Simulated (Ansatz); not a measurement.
# Ga: the cost of one run

Method: DFT PBE, scalar-relativistic, plane waves, PAW, in Ansatz 0.2.0.

## (1) The system as given

It takes space group Pm-3m (No. 221, cubic). The conventional cell has a = 2.716 Å, b = 2.716 Å, c = 2.716 Å, α = 90.00°, β = 90.00°, γ = 90.00°. Around Ga (site symmetry m-3m) lie 6 Ga at 2.72 Å.

As a file:

```cif
data_structure
_symmetry_space_group_name_H-M 'Pm-3m'
_symmetry_Int_Tables_number 221
_cell_length_a 2.7165
_cell_length_b 2.7165
_cell_length_c 2.7165
_cell_angle_alpha 90.000
_cell_angle_beta 90.000
_cell_angle_gamma 90.000
_cell_volume 20.05
loop_
_atom_site_label
_atom_site_type_symbol
_atom_site_symmetry_multiplicity
_atom_site_Wyckoff_symbol
_atom_site_fract_x
_atom_site_fract_y
_atom_site_fract_z
_atom_site_occupancy
Ga1 Ga 1 a 0.00000 0.00000 0.00000 1
```

It is the end of an earlier relaxation with the same method, from a generated guess; it is a trial structure. At a tolerance of 0.05 Å it has space group Pm-3m (No. 221); it has 20.05 Å³/atom, an uncorrected energy of +0.08 eV/atom over the standard state.

## (2) Bands, states and charges

Contents of input.yaml:

```yaml
crystal:
  lattice:
    - [2.7164843, 0.0, 0.0]
    - [0.0, 2.7164843, 0.0]
    - [0.0, 0.0, 2.7164843]
  atoms:
    - { symbol: Ga, position: [0.0, 0.0, 0.0] }
basis:
  ecutwfc: 420
kpoints:
  mp_grid: { grid: [20, 20, 20] }
  band_path:
    path:
      - [[0.0, 0.0, 0.0], [0.0, 0.5, 0.0], [0.5, 0.5, 0.0], [0.0, 0.0, 0.0], [0.5, 0.5, 0.5], [0.0, 0.5, 0.0]]
      - [[0.5, 0.5, 0.5], [0.5, 0.5, 0.0]]
    npoints: 14
hamiltonian:
  xc: pbe
scf:
  occupations: { method: gaussian, width: 0.1 }
  n_extra_bands: 6
output:
  forces: true
  stress: true
  eigenvalues: true
  populations: true
  dos: { projected: true, de: 0.02, nscf_kmesh: { grid: [24, 24, 24] } }
  bader: true
  write_density: true
  write_potential: true
  elf: true
  volumetric_format: npy
```

On the command line:

```
$ ansatz run input.yaml --threads 1 --pin off --max-ram 3072MiB --backend cpu --events-out ev --progress --plain --runs-dir out
```

What time and memory should one allow on 1 thread of Arm Neoverse V2, shared host?

About 11 s, with a peak of 0.41 GiB.
